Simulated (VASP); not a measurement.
Write the native input for VASP 6.6.1 that does the following.

```yaml
Task: band structure
Functional: revTPSS
Potentials_or_basis: VASP PAW PBE potentials, release 64 (Zn, S)
Cutoff: 520 eV
k_mesh: 8 × 8 × 5
Occupations: fermi-dirac, width 0.05 eV
Spin: no spin polarisation
Further_INCAR_settings: ALGO = Normal; EDIFF = 1e-07
```

The structure of ZnS (Wurtzite-2H) lies in POSCAR:

```
ZnS
1.0
    3.8110000000      0.0000000000      0.0000000000
   -1.9055000000      3.3004228138      0.0000000000
    0.0000000000      0.0000000000      6.2340000000
Zn S
2 2
Direct
    0.6666666667      0.3333333333      0.5000000000
    0.3333333333      0.6666666667      0.0000000000
    0.6666666667      0.3333333333      0.8850000000
    0.3333333333      0.6666666667      0.3850000000
```

These files were run (other wordings do the same):

INCAR

```
  PREC = Accurate
  ENCUT = 520
  EDIFF = 1E-7
  ISMEAR = -1
  SIGMA = 0.05
  LREAL = F
  LASPH = T
  NELM = 80
  ALGO = Normal
  ISIF = 2
  LWAVE = F
  LCHARG = F
  METAGGA = RTPSS
  LMIXTAU = T
```

KPOINTS

```
Automatic mesh
0
Gamma
  8 8 5
```

KPOINTS_OPT

```
path GMKGALHA,LM,KH
15
line-mode
reciprocal
 0.0000000000  0.0000000000  0.0000000000  G
 0.5000000000  0.0000000000  0.0000000000  M

 0.5000000000  0.0000000000  0.0000000000  M
 0.3333333333  0.3333333333  0.0000000000  K

 0.3333333333  0.3333333333  0.0000000000  K
 0.0000000000  0.0000000000  0.0000000000  G

 0.0000000000  0.0000000000  0.0000000000  G
 0.0000000000  0.0000000000  0.5000000000  A

 0.0000000000  0.0000000000  0.5000000000  A
 0.5000000000  0.0000000000  0.5000000000  L

 0.5000000000  0.0000000000  0.5000000000  L
 0.3333333333  0.3333333333  0.5000000000  H

 0.3333333333  0.3333333333  0.5000000000  H
 0.0000000000  0.0000000000  0.5000000000  A

 0.5000000000  0.0000000000  0.5000000000  L
 0.5000000000  0.0000000000  0.0000000000  M

 0.3333333333  0.3333333333  0.0000000000  K
 0.3333333333  0.3333333333  0.5000000000  H
```

Potentials or basis: VASP PAW PBE potentials, release 64 (Zn, S).

The run is started by

```sh
$ cat potpaw_PBE.64/Zn/POTCAR potpaw_PBE.64/S/POTCAR > POTCAR
$ mpirun -np 1 vasp_std > vasp.out
```

It gave:

* Pressure: 0.1 GPa
* Largest force: 0.299 eV/Å
* Band gap on the k mesh: 2.41 eV, direct
* Band gap along the path: 2.41 eV, direct

Caveat: the PAW data sets were made with another functional, which shifts forces and pressure a little.

It took 6.4 min on 1 thread of Intel(R) Xeon(R) Platinum 8559C (Emerald Rapids), on a shared host, peak memory 0.22 GiB.
